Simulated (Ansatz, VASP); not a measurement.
## One calculation of GdN, two programs

```
CELL_PARAMETERS angstrom
0.00000 2.52553 2.52553
2.52553 0.00000 2.52553
2.52553 2.52553 0.00000
ATOMIC_POSITIONS crystal
Gd 0.50000 0.50000 0.50000
N 0.00000 0.00000 0.00000
```

Alike in both runs: task single point; functional r2SCAN; k mesh 8 × 8 × 8; occupations gaussian, width 0.05 eV; collinear spin; Hubbard terms Gd f U = 4.0 eV.

|  | VASP | Ansatz |
| --- | --- | --- |
| version | VASP 6.6.1 | Ansatz 0.2.0 |
| potentials or method | VASP PAW PBE potentials, release 64 (Gd, N) | scalar-relativistic, plane waves, PAW |
| plane-wave cutoff (eV) | 520 | 500 |
| valence electrons in the cell | 23 | 23 |

```csv
,VASP,Ansatz,Ansatz less VASP
gap on the k mesh at the Fermi level (eV),none,none,-
pressure (GPa),-5.6,-5.7,-0.11
net moment per atom (μB),3.50,3.50,0.000
size of the moment on the site where the two differ most (μB),6.83,6.97,+0.147
```

Site moments also hang on the region over which each program counts them. The programs project onto different local orbitals, so the same U acts differently. A gap of «none» marks a metal or a gap that the smearing closes. Ansatz warned: «filled_band_counts_differ_across_k_points».

Caveats: the PAW data sets were made with another functional, which shifts forces and pressure a little (VASP); spin-orbit coupling is left out, which moves the levels of the heavy elements; a cell with one magnetic atom can't hold antiferromagnetic order, which such compounds often take. The state reached can hang on the start; a lower one may exist.
